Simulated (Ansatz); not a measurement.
Runs of Ansatz 0.2.0 on CdS (Hawleyite). The structure is cubic, space group F-43m (No. 216). The conventional cell has a = 5.833 Å, b = 5.833 Å, c = 5.833 Å, α = 90.00°, β = 90.00°, γ = 90.00°. Cd (site symmetry -43m) is surrounded by 4 S at 2.53 Å. S (site symmetry -43m) has 4 Cd at 2.53 Å as nearest neighbours. 

```csv
task,level,cell,k mesh,cutoff (eV),smearing,basis error allowed,gap on the mesh (eV),pressure (GPa)
band structure,revPBE,as given,8 × 8 × 8,246,fermi-dirac 0.05 eV,0.001 eV/atom,1.28,(b)
single point,PBE,as given,6 × 6 × 6,227,fermi-dirac 0.04 eV,0.002 eV/atom,1.14,2.9
relaxation of cell and atoms,BLYP,relaxed,8 × 8 × 8,-,fermi-dirac 0.05 eV,0.001 eV/atom,(a),0.0
single point,PBEsol,as given,8 × 8 × 8,247,fermi-dirac 0.05 eV,0.001 eV/atom,1.00,-0.2
```

Alike in all rows: potentials or basis all-electron LAPW, scalar-relativistic; no spin polarisation.

**Question.** Fill in the values left out.

**Answer.** (a) 0.84; (b) 4.5.

A k mesh can miss the band edges, and the runs leave out spin-orbit coupling on Cd.

Not every run made on this cell is shown here.
